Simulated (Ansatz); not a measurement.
Start of a relaxation, H put at a bridge Na-Na site (Na, P6_3/mmc (No. 194), (0 0 1) face):

```yaml
crystal:
  lattice:
    - [3.71964, 0.00000, 0.00000]
    - [-1.85982, 3.22130, 0.00000]
    - [0.00000, 0.00000, 31.12344]
  atoms:
    - { symbol: Na, position: [0.66667, 0.33333, 0.27311] }
    - { symbol: Na, position: [0.33333, 0.66667, 0.37049] }
    - { symbol: Na, position: [0.66667, 0.33333, 0.46787] }
    - { symbol: Na, position: [0.33333, 0.66667, 0.56525] }
    - { symbol: Na, position: [0.66667, 0.33333, 0.66263] }
    - { symbol: H, position: [0.16667, 0.83333, 0.68384] }
```

These are results of DFT PBEsol, scalar-relativistic, plane waves, PAW in Ansatz, not measurements. Settings: cutoff 420 eV, Γ-centred mesh 9×9×1 on the computed 6-atom cell, Gaussian smearing of 0.10 eV; no spin polarisation. A dipole correction removes the field between periodic images along c.

Atoms 1, 2 (counted from 1) are held. The cell is fixed. Force threshold 0.03 eV/Å.

Q: Where does it end?

A: The energy falls by 0.487 eV in 12 steps, to:

```
Na H
1.0
     3.71964    0.00000    0.00000
    -1.85982    3.22130    0.00000
     0.00000    0.00000   31.12344
Na H
5 1
Cartesian
  1.8598 1.0738 8.5000
  0.0000 2.1475 11.5309
  1.7750 1.1227 14.6083
  -0.1508 2.2346 17.6201
  1.7099 1.1603 20.7138
  1.7092 -0.9868 20.6831
```

The end is the local minimum or symmetric point that this start leads to.

The reference crystal is a form of Na, which isn't its usual structure.